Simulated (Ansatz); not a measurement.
Property card for BeS

The calculation used Ansatz, DFT PBE, scalar-relativistic, plane waves, PAW.

Settings: cutoff 420 eV, Γ-centred mesh 6×6×6 on the computed 8-atom cell, Gaussian smearing of 0.02 eV; no spin polarisation.

The structure is relaxed at this level of theory with its symmetry kept, and needn't be the ground state of this composition.

Space group P4_132 (No. 213), cubic, a = 5.716 Å. Be is surrounded by 3 S at 2.02 Å; around S lie 3 Be at 2.02 Å.

```json
{"Volume per atom": "157.5 bohr³", "Formation energy from the elements' standard states (uncorrected)": "-0.657 eV/atom", "Kohn–Sham band gap": "2.42 eV", "Orbital (Löwdin) character of the top 1 eV of the valence band": "S 3p 97 %", "Bader charge by site (e)": "Be (4 in the cell) 1.65, S (4 in the cell) -1.65"}
```

The cell was found from a structure generator's guess, not taken from experiment. Kohn–Sham gaps at this level usually fall short of measured ones.
